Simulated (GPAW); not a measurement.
A run of GPAW 26.7.0 is set up as follows.

The input run.py:

```python
import json
import numpy as np
from ase import Atoms
from ase.dft.bandgap import bandgap
from ase.io import write
from ase.units import GPa
from gpaw import GPAW, PW

atoms = Atoms(['Re'],
              cell=[[0.0, 1.975, 1.975],
                    [1.975, 0.0, 1.975],
                    [1.975, 1.975, 0.0]],
              scaled_positions=[[0.0, 0.0, 0.0]],
              pbc=True)

calc = GPAW(mode=PW(600),
            xc='MGGA_X_SCAN+MGGA_C_SCAN',
            kpts={'size': (12, 12, 12), 'gamma': True},
            occupations={'name': 'fermi-dirac', 'width': 0.05},
            nbands=15,
            convergence={'density': 1e-05, 'energy': 1e-05},
            maxiter=150,
            txt='gpaw.txt')
atoms.calc = calc
energy = atoms.get_potential_energy()
forces = atoms.get_forces()
stress = atoms.get_stress()
calc.write('gs.gpw')
write('result.traj', atoms)
print(f'Energy: {energy:.6f} eV')
print('Forces (eV/A):')
print(forces.round(4))
print('Stress (GPa):', (stress / GPa).round(3))
print('Fermi level:', round(calc.get_fermi_level(), 4), 'eV')
print(f'Gap: {bandgap(calc)[0]:.4f} eV, direct: {bandgap(calc, direct=True)[0]:.4f} eV')

size = (18, 18, 18)
dense = calc.fixed_density(kpts={'size': size, 'gamma': True}, update_fermi_level=True,
                           convergence={'bands': 'CBM+2.0', 'eigenstates': 1e-7}, txt='dense.txt')
ef = dense.get_fermi_level()
index = np.round(dense.get_bz_k_points() * size).astype(int) % size
recip = 2 * np.pi * atoms.cell.reciprocal()
sheets = []
for s, e_kn in enumerate(dense.eigenvalues()):
    for n in range(e_kn.shape[1] - 2):
        if e_kn[:, n].min() < ef < e_kn[:, n].max():
            e = np.empty(size)
            e[tuple(index.T)] = e_kn[dense.get_bz_to_ibz_map(), n] - ef
            de = np.array([(np.roll(e, -1, c) - np.roll(e, 1, c)) * size[c] / 2 for c in range(3)])
            v = np.linalg.norm(np.einsum('vc,cxyz->vxyz', np.linalg.inv(recip), de), axis=0)
            w = np.exp(-(e / 0.1)**2) / (0.1 * np.pi**0.5)
            sheets.append({'spin': s, 'band': n, 'filled': (e < 0).mean(), 'dos': w.mean(), 'bottom': e.min(), 'top': e.max(),
                           'velocity': (w * v).sum() / w.sum() * 1.519267e5, 'slice': e[:, :, 0].round(3).tolist()})
            print(f'spin {s} band {n}: filled share {sheets[-1]["filled"]:.3f}, from {e.min():.3f} to {e.max():.3f} eV,',
                  f'{w.mean():.3f} states/eV, mean velocity {sheets[-1]["velocity"]:.3e} m/s')
print('Fermi level on the dense mesh:', round(ef, 4), 'eV,', len(sheets), 'sheets')
json.dump({'ef': ef, 'sheets': sheets}, open('fermi.json', 'w'))
```

Potentials or basis: GPAW PAW data sets (gpaw-data 1.2.1), pw.

The run is started by

```bash
$ OMP_NUM_THREADS=1 python run.py
```

Question: Predict the pressure.

Answer: -24.0 GPa.

Question: Estimate the band gap on the k mesh.

Answer: None (metal or under the smearing width).

Caveat: so large a pressure means that the cell lies far from this level's equilibrium, or that cutoff or potentials fall short; the potentials were made for another functional, which shifts forces and pressure. Spin-orbit coupling is left out, which matters for the levels of Re.
